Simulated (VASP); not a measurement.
# Ti (Im-3m) in VASP: a series of runs

One crystal, Ti, is run at these levels: r2SCAN; tasks: single point.

Program: VASP 6.6.1. These are calculated values, not measurements. Logs are shortened: lines on timing, memory, paths and dates and some standing lists are left out, and cuts for length are marked.

## 1. The cell of the first run

The structure is cubic, space group Im-3m (No. 229). Conventional cell: a = 3.184 Å, b = 3.184 Å, c = 3.184 Å, α = 90.00°, β = 90.00°, γ = 90.00°. Ti (site symmetry m-3m) is surrounded by 8 Ti at 2.76 Å.

This isn't the form of Ti at room conditions, which is hcp.

## 2. Single point, r2SCAN (strain -0.030 along x and y, -0.030 along z, atoms carried along)

POSCAR reads:

```
Ti
1.0
   -1.5917700000      1.5917700000      1.5917700000
    1.5917700000     -1.5917700000      1.5917700000
    1.5917700000      1.5917700000     -1.5917700000
Ti
1
Direct
    0.0000000000      0.0000000000      0.0000000000
```

INCAR.step1 reads:

```
ALGO = Normal ; EDIFF = 1E-4
ENCUT = 520 ; GGA = PE
ISMEAR = 0 ; LASPH = T
LCHARG = F ; LREAL = F
LWAVE = T ; NBANDS = 12
NELM = 100 ; PREC = Accurate
SIGMA = 0.15
```

INCAR.step2 reads:

```
ALGO = Normal ; EDIFF = 1E-6
ENCUT = 520 ; ISIF = 2
ISMEAR = 0 ; ISTART = 1
LASPH = T ; LCHARG = F
LMIXTAU = T ; LREAL = F
LWAVE = F ; METAGGA = R2SCAN
NBANDS = 12 ; NELM = 100
PREC = Accurate ; SIGMA = 0.15
```

KPOINTS reads:

```
k-points
0
Gamma
  20 20 20
```

Potentials or basis: VASP PAW PBE potentials, release 64 (Ti_sv).

On the command line:

```sh
$ cat potpaw_PBE.64/Ti_sv/POTCAR > POTCAR
$ cp INCAR.step1 INCAR
$ mpirun -np 1 vasp_std > vasp.out
$ cp INCAR.step2 INCAR
$ mpirun -np 1 vasp_std > vasp.out
```

OUTCAR:

```text
EDIFF = 1E-6
   ENCUT = 520
   ISIF = 2
   ISMEAR = 0
   ISTART = 1
   LASPH = T
   LREAL = F
   METAGGA = R2SCAN
   NELM = 100
   PREC = Accurate

 ion  position               nearest neighbor table
   1  0.000  0.000  0.000-

  LATTYP: Found a body centered cubic cell.
 ALAT       =     3.1835400000

  Lattice vectors:

 A1 = (  -1.5917700000,   1.5917700000,   1.5917700000)
 A2 = (   1.5917700000,  -1.5917700000,   1.5917700000)
 A3 = (   1.5917700000,   1.5917700000,  -1.5917700000)

Analysis of symmetry for initial positions (statically):
=====================================================================
 Subroutine PRICEL returns:
 Original cell was already a primitive cell.

 Routine SETGRP: Setting up the symmetry group for a
 body centered cubic supercell.

 Subroutine GETGRP returns: Found 48 space group operations
 (whereof 48 operations were pure point group operations)
 out of a pool of 48 trial point group operations.

The static configuration has the point symmetry O_h .

Analysis of symmetry for dynamics (positions and initial velocities):
=====================================================================
 Subroutine PRICEL returns:
 Original cell was already a primitive cell.

 Routine SETGRP: Setting up the symmetry group for a
 body centered cubic supercell.

 Subroutine GETGRP returns: Found 48 space group operations
 (whereof 48 operations were pure point group operations)
 out of a pool of 48 trial point group operations.

The dynamic configuration has the point symmetry O_h .

 Subroutine INISYM returns: Found 48 space group operations
 (whereof 48 operations are pure point group operations),
 and found     1 'primitive' translations

----------------------------------------------------------------------------------------

                                     Primitive cell

  volume of cell :      16.1325

  direct lattice vectors                    reciprocal lattice vectors
    -1.591770000  1.591770000  1.591770000     0.000000000  0.314115733  0.314115733
     1.591770000 -1.591770000  1.591770000     0.314115733  0.000000000  0.314115733
     1.591770000  1.591770000 -1.591770000     0.314115733  0.314115733  0.000000000

  length of vectors
     2.757026514  2.757026514  2.757026514     0.444226729  0.444226729  0.444226729

  position of ions in fractional coordinates (direct lattice)
     0.000000000  0.000000000  0.000000000

  ion indices of the primitive-cell ions
   primitive index   ion index
                 1           1

----------------------------------------------------------------------------------------

 KPOINTS: k-points

Automatic generation of k-mesh.
 Grid dimensions read from file:
 generate k-points for:   20   20   20

 Generating k-lattice:

  Cartesian coordinates                     Fractional coordinates (reciprocal lattice)
     0.000000000  0.015705787  0.015705787     0.050000000  0.000000000  0.000000000
     0.015705787  0.000000000  0.015705787     0.000000000  0.050000000  0.000000000
     0.015705787  0.015705787  0.000000000     0.000000000  0.000000000  0.050000000

  Length of vectors
     0.022211336  0.022211336  0.022211336

  Shift w.r.t. Gamma in fractional coordinates (k-lattice)
     0.000000000  0.000000000  0.000000000

 Subroutine IBZKPT returns following result:
 ===========================================

 Found    256 irreducible k-points:

 Following reciprocal coordinates:
            Coordinates               Weight
  0.000000  0.000000  0.000000      1.000000
  0.050000  0.000000  0.000000     12.000000
  0.100000  0.000000  0.000000     12.000000
  0.150000  0.000000  0.000000     12.000000
  0.200000  0.000000  0.000000     12.000000
  0.250000  0.000000  0.000000     12.000000
[... 16 lines left out ...]
  0.200000  0.100000 -0.000000     48.000000
  0.250000  0.100000  0.000000     48.000000
 [... further k-points ...]
   k-points           NKPTS =    256   k-points in BZ     NKDIM =    256   number of bands    NBANDS=     12
   number of dos      NEDOS =    301   number of ions     NIONS =      1
   total plane-waves  NPLWV =  13824
   dimension x,y,z NGX =    24 NGY =   24 NGZ =   24
   dimension x,y,z NGXF=    48 NGYF=   48 NGZF=   48
   ions per type =               1
   NGX,Y,Z   is equivalent  to a cutoff of  14.47, 14.47, 14.47 a.u.
   NGXF,Y,Z  is equivalent  to a cutoff of  28.94, 28.94, 28.94 a.u.
 SYSTEM =  unknown system
   PREC   = accura    normal or accurate (medium, high low for compatibility)
   ISTART =      1    job   : 0-new  1-cont  2-samecut
   ICHARG =      0    charge: 1-file 2-atom 10-const
   ISPIN  =      1    spin polarized calculation?
   LNONCOLLINEAR =      F non collinear calculations
   LSORBIT =      F    spin-orbit coupling
   LASPH  =      T    aspherical Exc in radial PAW
   ENCUT  =  520.0 eV  38.22 Ry    6.18 a.u.   5.13  5.13  5.13*2*pi/ulx,y,z
   NELM   =    100;   NELMIN=  2; NELMDL=  0     # of ELM steps
   EDIFF  = 0.1E-05   stopping-criterion for ELM
   LREAL  =      F    real-space projection
   EDIFFG = 0.1E-04   stopping-criterion for IOM
   NSW    =      0    number of steps for IOM
   IBRION =     -1    ionic relax: 0-MD 1-quasi-New 2-CG
   NFREE  =      0    steps in history (QN), initial steepest desc. (CG)
   ISIF   =      2    stress and relaxation
   ISYM   =      2    0-nonsym 1-usesym 2-fastsym
   POTIM  = 0.5000    time-step for ionic-motion
   TEBEG  =    0.0;   TEEND  =   0.0 temperature during run
   PSTRESS=    0.0 pullay stress
   NELECT =      12.0000    total number of electrons
   NUPDOWN=      -1.0000    fix difference up-down
   EMIN   =  10.00;   EMAX   =-10.00  energy-range for DOS
   EFERMI =   0.00;   METHOD = LEGACY
   ISMEAR =     0;   SIGMA  =   0.15  broadening in eV -4-tet -1-fermi 0-gaus
   EFERMI_NEDOS =   21; number of points for ismear=-14 and -15
   IALGO  =     38    algorithm
   IMIX   =      4    mixing-type and parameters
     AMIX     =   0.40;   BMIX     =  1.00
     AMIX_MAG =   1.60;   BMIX_MAG =  1.00
  volume/ion in A,a.u.               =      16.13       108.87
  Fermi-wavevector in a.u.,A,eV,Ry     =   1.483320  2.803069 29.936070  2.200239
  Thomas-Fermi vector in A             =   2.596996
   LORBIT       =      0    0 simple, 1 ext, 2 COOP (PROOUT), +10 PAW based schemes
   METAGGA = R2SCAN    functional components
   LHFCALC =     F    Hartree Fock is set to
   AEXX    =    0.0000 exact exchange contribution
   IVDW    =     0    specifies the selected vdW correction
   LEPSILON=     F    determine dielectric tensor
   LRPA    =     F    only Hartree local field effects (RPA)
 non-spin polarized calculation
 Gauss-broadening in eV      SIGMA  =   0.15
  energy-cutoff  :      520.00
  volume of cell :       16.13
 maximum number of plane-waves:       466
 NGX is ok and might be reduce to    24
   NGX = 11   NGY = 11   NGZ = 11

 number of electron      12.0000003 magnetization

 Free energy of the ion-electron system (eV)
  ---------------------------------------------------
  ext. energy  EPLUGINS =         0.00000000
  ---------------------------------------------------
  free energy    TOTEN  =       -12.79625040 eV

  energy without entropy =      -12.77359496  energy(sigma->0) =      -12.78492268

 E-fermi :   8.9191     XC(G=0): -12.7834

 val. band max:        8.9189330558   @ k =   0.1500   0.1500   0.0500
 cond. band min:       8.9268168763   @ k =   0.3000   0.2000   0.0000
 fundamental gap:      0.0078838205
 Fermi energy:         8.9191310769

 k-point     1 :       0.0000    0.0000    0.0000
  band No.  band energies     occupation
      1     -49.8288      2.00000
      2     -24.5364      2.00000
      3     -24.5364      2.00000
      4     -24.5364      2.00000
      5       2.4391      2.00000
      6      10.1368      0.00000
      7      10.1368      0.00000
      8      10.1368      0.00000
      9      12.0840      0.00000
     10      12.0840      0.00000
     11      27.5467      0.00000
     12      27.5467      0.00000

 k-point     2 :       0.0500    0.0000    0.0000
  band No.  band energies     occupation
      1     -49.8244      2.00000
      2     -24.5591      2.00000
      3     -24.5431      2.00000
      4     -24.5366      2.00000
      5       2.5346      2.00000
      6      10.0897      0.00000
      7      10.1229      0.00000
      8      10.2072      0.00000
      9      12.0266      0.00000
     10      12.0863      0.00000
     11      27.4296      0.00000
     12      27.5476      0.00000

 k-point     3 :       0.1000    0.0000    0.0000
  band No.  band energies     occupation
      1     -49.8115      2.00000
      2     -24.6245      2.00000
      3     -24.5625      2.00000
      4     -24.5372      2.00000
      5       2.8154      2.00000
      6       9.9556      0.00000
      7      10.0657      0.00000
      8      10.4154      0.00000
      9      11.8900      0.00000
     10      12.0951      0.00000
     11      27.0529      0.00000
     12      27.4909      0.00000
[... 286 lines left out ...]
 k-point    23 :       0.2000    0.1000   -0.0000
  band No.  band energies     occupation
      1     -49.7285      2.00000
      2     -25.0128      2.00000
      3     -24.6756      2.00000
      4     -24.5683      2.00000
      5       4.7413      2.00000
      6       9.1953      0.00923
      7       9.2972      0.00036
      8      11.6020      0.00000
      9      11.9940      0.00000
     10      12.3472      0.00000
     11      24.1317      0.00000
     12      25.4202      0.00000

 k-point    24 :       0.2500    0.1000    0.0000
  band No.  band energies     occupation
      1     -49.7012      2.00000
      2     -25.1313      2.00000
      3     -24.7235      2.00000
      4     -24.5710      2.00000
      5       5.3912      2.00000
      6       8.9493      0.77626
      7       9.1225      0.05516
      8      11.7113      0.00000
      9      12.4061      0.00000
     10      12.6002      0.00000
     11      22.7577      0.00000
     12      24.6956      0.00000

 [... further k-points ...]
[... 5 lines left out ...]
  --------------------------------------------------------------------------------------
  -------------------------------------------------------------------------------------
  Total        0.8415440      0.8415440      0.8415440     -0.0000000      0.0000000      0.0000000
  in kB       83.5769370     83.5769370     83.5769370     -0.0000000      0.0000000      0.0000000
  external PRESSURE =      83.5769370 kB  Pullay stress =       0.0000000 kB

 VOLUME and BASIS-vectors are now :
 -----------------------------------------------------------------------------
  energy-cutoff  :      520.00
  volume of cell :       16.13
      direct lattice vectors                 reciprocal lattice vectors
    -1.591770000  1.591770000  1.591770000     0.000000000  0.314115733  0.314115733
     1.591770000 -1.591770000  1.591770000     0.314115733  0.000000000  0.314115733
     1.591770000  1.591770000 -1.591770000     0.314115733  0.314115733  0.000000000

 POSITION                                       TOTAL-FORCE (eV/Angst)
 -----------------------------------------------------------------------------------
      0.00000      0.00000      0.00000         0.000000     -0.000000      0.000000
 -----------------------------------------------------------------------------------
    total drift:                                0.000000      0.000000     -0.000000

  FREE ENERGIE OF THE ION-ELECTRON SYSTEM (eV)
  ---------------------------------------------------
  free  energy   TOTEN  =       -12.7962503987 eV

  energy  without entropy=      -12.7735949607  energy(sigma->0) =      -12.78492268
```

Wall time 66 s (1 thread of Intel Xeon 6975P-C (Granite Rapids), shared host); peak memory 0.18 GiB.

Results:

```
Free energy            : -12.7963 eV
Pressure               : 8.4 GPa
Band gap on the k mesh : none (metal or under the smearing width)
```

Caveat: the PAW data sets were made with another functional, which shifts forces and pressure a little.

## 3. Single point, r2SCAN (strain +0.030 along x and y, +0.000 along z, atoms carried along)

POSCAR reads:

```
Ti
1.0
   -1.6902300000      1.6902300000      1.6410000000
    1.6902300000     -1.6902300000      1.6410000000
    1.6902300000      1.6902300000     -1.6410000000
Ti
1
Direct
    0.0000000000      0.0000000000      0.0000000000
```

INCAR.step1 reads:

```
PREC     = Accurate       # precision mode
ENCUT    = 520            # plane-wave cutoff, eV
ISMEAR   = 0              # smearing method
SIGMA    = 0.15           # smearing width, eV
LREAL    = False          # projectors in reciprocal space
LASPH    = True           # aspherical terms in the spheres
NELM     = 100            # most SCF steps
NBANDS   = 12             # bands
GGA      = PE             # functional
ALGO     = Normal         # electronic algorithm
EDIFF    = 1E-4           # SCF threshold, eV
LWAVE    = True           # write WAVECAR
LCHARG   = False          # write CHGCAR
```

INCAR.step2 reads:

```
PREC     = Accurate       # precision mode
ENCUT    = 520            # plane-wave cutoff, eV
EDIFF    = 1E-7           # SCF threshold, eV
ISMEAR   = 0              # smearing method
SIGMA    = 0.15           # smearing width, eV
LREAL    = False          # projectors in reciprocal space
LASPH    = True           # aspherical terms in the spheres
NELM     = 100            # most SCF steps
ALGO     = Normal         # electronic algorithm
ISIF     = 2              # what is computed and relaxed
LWAVE    = False          # write WAVECAR
LCHARG   = True           # write CHGCAR
METAGGA  = R2SCAN         # meta-GGA
LMIXTAU  = True         
LELF     = True           # ELF
LVHAR    = True         
NBANDS   = 12             # bands
ISTART   = 1
```

KPOINTS reads:

```
Automatic mesh
0
Gamma
  20 20 20
```

Potentials or basis: VASP PAW PBE potentials, release 64 (Ti_sv).

On the command line:

```sh
$ cat potpaw_PBE.64/Ti_sv/POTCAR > POTCAR
$ cp INCAR.step1 INCAR
$ mpirun -np 1 vasp_std > vasp.out
$ cp INCAR.step2 INCAR
$ mpirun -np 1 vasp_std > vasp.out
```

It took 3.6 min on 1 thread of Intel Xeon 6975P-C (Granite Rapids), shared host; peak memory 0.26 GiB.

The run converged. Its results:

```
Free energy            : -12.7899 eV
Pressure               : -7.9 GPa
Band gap on the k mesh : none (metal or under the smearing width)
```

Stress tensor (GPa, compression positive):
```
-7.41  0.00  0.00
 0.00 -7.41  0.00
 0.00  0.00 -8.78
```

Levels at points of the mesh, in eV from the Fermi level:
| k point | band 3 | band 4 | band 5 | band 6 | band 7 | band 8 | band 9 | band 10 |
| --- | --- | --- | --- | --- | --- | --- | --- | --- |
| (0.00, 0.00, 0.00) | -33.97 | -33.97 | -6.17 | 0.91 | 1.13 | 1.13 | 2.54 | 2.79 |
| (0.50, 0.00, 0.00) | -34.15 | -33.98 | -2.39 | -0.35 | 0.81 | 2.71 | 3.04 | 4.06 |
| (0.50, 0.50, 0.00) | -34.14 | -33.97 | -2.41 | -0.10 | 0.61 | 2.50 | 2.93 | 4.04 |
| (0.50, 0.50, 0.50) | -34.35 | -34.33 | -2.04 | -1.98 | 3.73 | 3.73 | 3.76 | 7.84 |

Caveat: the PAW data sets were made with another functional, which shifts forces and pressure a little.

## 4. Single point, r2SCAN (strain -0.030 along x and y, +0.030 along z, atoms carried along)

POSCAR reads:

```
Ti
1.0
   -1.5917700000      1.5917700000      1.6902300000
    1.5917700000     -1.5917700000      1.6902300000
    1.5917700000      1.5917700000     -1.6902300000
Ti
1
Direct
    0.0000000000      0.0000000000      0.0000000000
```

INCAR.step1 reads:

```
SYSTEM = Ti
  PREC = Accurate
  ENCUT = 520
  ISMEAR = 0
  SIGMA = 0.15
  LREAL = .False.
  LASPH = .True.
  NELM = 100
  NBANDS = 12
  GGA = PE
  ALGO = Normal
  EDIFF = 1E-4
  LWAVE = .True.
  LCHARG = .False.
```

INCAR.step2 reads:

```
SYSTEM = Ti
  PREC = Accurate
  ENCUT = 520
  EDIFF = 1E-6
  ISMEAR = 0
  SIGMA = 0.15
  LREAL = .False.
  LASPH = .True.
  NELM = 100
  ALGO = Normal
  ISIF = 2
  LWAVE = .False.
  LCHARG = .False.
  METAGGA = R2SCAN
  LMIXTAU = .True.
  NBANDS = 12
  ISTART = 1
```

KPOINTS reads:

```
Automatic mesh
0
Gamma
  20 20 20
  0 0 0
```

On the command line:

```sh
$ cat potpaw_PBE.64/Ti_sv/POTCAR > POTCAR
$ cp INCAR.step1 INCAR
$ mpirun -np 1 vasp_std > vasp.out
$ cp INCAR.step2 INCAR
$ mpirun -np 1 vasp_std > vasp.out
```

Run time: 2.6 min. Hardware: 1 thread of Intel Xeon 6975P-C (Granite Rapids), shared host; peak memory 0.25 GiB.

The run converged. Its results:

| Property | Result |
| --- | --- |
| Free energy | -12.8299 eV |
| Pressure | 1.0 GPa |
| Band gap on the k mesh | none (metal or under the smearing width) |

Stress tensor (GPa, compression positive):
```
0.31 0.00 0.00
0.00 0.31 0.00
0.00 0.00 2.28
```

Levels at points of the mesh, in eV from the Fermi level:
```tsv
k point	band 4	band 5	band 6	band 7	band 8	band 9
(0.00, 0.00, 0.00)	-33.68	-6.38	1.01	1.01	1.47	2.66
(0.50, 0.00, 0.00)	-33.68	-2.63	-0.16	0.86	2.67	3.36
(0.50, 0.50, 0.00)	-33.72	-2.62	-0.72	1.29	3.30	3.46
(0.50, 0.50, 0.50)	-34.15	-2.41	-2.25	4.13	4.20	4.20
```

Caveat: the PAW data sets were made with another functional, which shifts forces and pressure a little.

## 5. The runs side by side

| cell | gap on the mesh (eV) | pressure (GPa) |
| --- | --- | --- |
| strain -0.030 along x and y, -0.030 along z, atoms carried along | none | 8.4 |
| strain +0.030 along x and y, +0.000 along z, atoms carried along | none | -7.9 |
| strain -0.030 along x and y, +0.030 along z, atoms carried along | none | 1.0 |

Alike in all rows: task single point; level r2SCAN; potentials or basis VASP PAW PBE potentials, release 64 (Ti_sv); no spin polarisation; k mesh 20 × 20 × 20; cutoff (eV) 520; smearing gaussian 0.15 eV.

Caveats: the PAW data sets were made with another functional, which shifts forces and pressure a little.

Absolute energies hang on the potentials; compare differences alone.
